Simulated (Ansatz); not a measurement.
**BeO, response to strain**

Consider BeO in the wurtzite structure (space group P6_3mc, No. 186; a = 2.712 Å, c = 4.405 Å). Axes: x lies along a and z along c of the hexagonal cell.

Strains are applied to the cell and any free atomic positions relax; under biaxial strain the out-of-plane vector relaxes too.

Computed with DFT with PBE, PAW potentials and a 420 eV plane-wave cutoff in Ansatz (an electronic-structure program), spin-orbit coupling left out.

| biaxial strain, plane normal [001], relaxed out of plane (%) | out-of-plane strain (%) |
|---|---|
| -4.28 | 1.46 |
| -4.22 | 1.44 |
| -0.22 | ? |
| -0.14 | 0.05 |
| 0 | 0.00 |

**Question.** Fit ε⊥ = −νε + γε² (strains in %) to the rows shown and predict the withheld row.

**Answer.** Least squares on the printed values gives ν = 0.36 (the biaxial Poisson response) and γ = -0.004 (largest residual 0.00 %); this predicts 0.08 %, and the run gives 0.08 %, in agreement.

Whether these cells are dynamically stable was not tested.
